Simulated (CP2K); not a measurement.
TiSi2 under changes of volume

One of the cells (13.981 Å³/atom); the others are scaled copies at fixed shape and fractional positions:

```xyz
6
Lattice="5.9267 0.0000 0.0000 3.0662 3.8054 0.0000 2.8606 -0.8045 3.7194" Properties=species:S:1:pos:R:3 pbc="T T T"
Ti    8.8901    2.2507    2.7895
Ti    5.9267    1.5005    1.8597
Si    3.8934    0.0008    1.5345
Si    2.0333    1.4996    0.3252
Si    3.9962    3.0560    0.6046
Si    7.8573   -0.0551    3.1147
```

The cell is a database's computed one.

| Quantity | Value |
| --- | --- |
| Program | CP2K 2026.2 |
| Functional | PBEsol |
| Potentials or basis | POTENTIAL_UZH Ti GTH-PBE-q12, Si GTH-PBE-q4; TZVP-MOLOPT-PBE-GTH basis |
| Density cutoff | 6123 eV |
| k mesh | 7 × 7 × 7 |
| Occupations | fermi-dirac, width 0.05 eV |
| Spin | no spin polarisation |

```tsv
volume (Å³/atom)	energy over the lowest point (meV/atom)	pressure (GPa)	largest force (eV/Å)
13.142	21.97	9.8	0.126
13.421	8.38	5.9	0.109
13.701	1.27	2.4	0.094
13.981	0.00	-0.8	0.080
14.260	3.99	-3.7	0.067
14.540	?	?	?
14.820	25.66	-8.5	0.045
```

Problem. What does the run at 14.540 Å³/atom give?

Solution. Energy over the lowest point 12.70 meV/atom; pressure -6.2 GPa; largest force 0.055 eV/Å.

Worked out: A Birch-Murnaghan fit of order 3 (a polynomial in V^(-2/3)) to the other rows has its minimum at 13.90 Å³/atom with B0 = V·E''(V) = 154 GPa and B' = 4.3 at fixed shape and positions, which overstates the stiffness. It gives 12.70 meV/atom at 14.540 Å³/atom, against the run's 12.70, and -dE/dV = -6.2 GPa, against -6.2.

Energies are extrapolated to zero smearing.

Caveats: the potentials were made for another functional, which shifts forces and pressure; the basis of atomic orbitals isn't converged, which shifts pressures, moduli and gaps.
